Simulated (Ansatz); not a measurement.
**AgCl under compression and expansion**

```
Ag Cl
1.0
     0.00000    2.80520    2.80520
     2.80520    0.00000    2.80520
     2.80520    2.80520    0.00000
Ag Cl
1 1
Cartesian
  0.0000 0.0000 0.0000
  2.8052 2.8052 2.8052
```

The cell was built from the rocksalt type and relaxed in the same program, and has space group Fm-3m; it needn't be a known or the stable phase.

Levels of theory: DFT, PBE, all-electron LAPW, scalar-relativistic (Ansatz 0.2.0); DFT, PBE, PAW with Ansatz's default frozen-core files, scalar-relativistic (Ansatz 0.2.0).

For LAPW: a Γ-centred 12×12×12 k mesh, Fermi–Dirac smearing of 0.08 eV, basis error target 0.5 meV/atom, no spin polarisation. PAW takes a cutoff of 420 eV at this cell. The Ansatz runs share mesh, smearing and spin set-up. Plane-wave (PAW) pressures include the program's estimate of the Pulay term.

The cell above is scaled evenly, with fractional coordinates and shape held.

```
V/V(cell)  V (Å³/atom)  P, LAPW (GPa)  P, PAW (GPa)  gap on the k mesh, LAPW (eV)  free energy over the lowest listed, PAW (meV/atom)
   0.9405       20.761           3.06          3.06                          0.91                                                11.9
   0.9800       21.633           0.92          0.92                          0.92                                                 1.3
   1.0000       22.075           0.02          0.03                          0.92                                                 0.0
   1.0200       22.516              ?             ?                             ?                                                   ?
   1.0600       23.399          -2.08         -2.08                          0.95                                                 9.0
```

(1) Fill in the row V/V(cell) = 1.0200.

(2) What do Birch–Murnaghan fits to the pressures give?

## Answers

(1) P, LAPW (GPa) = -0.77, P, PAW (GPa) = -0.76, gap on the k mesh, LAPW (eV) = 0.93, free energy over the lowest listed, PAW (meV/atom) = 1.0.

(2) LAPW: V0 = 22.09 Å³/atom, B0 = 42 GPa, B0′ = 5.3; PAW: V0 = 22.09 Å³/atom, B0 = 42 GPa, B0′ = 5.3.
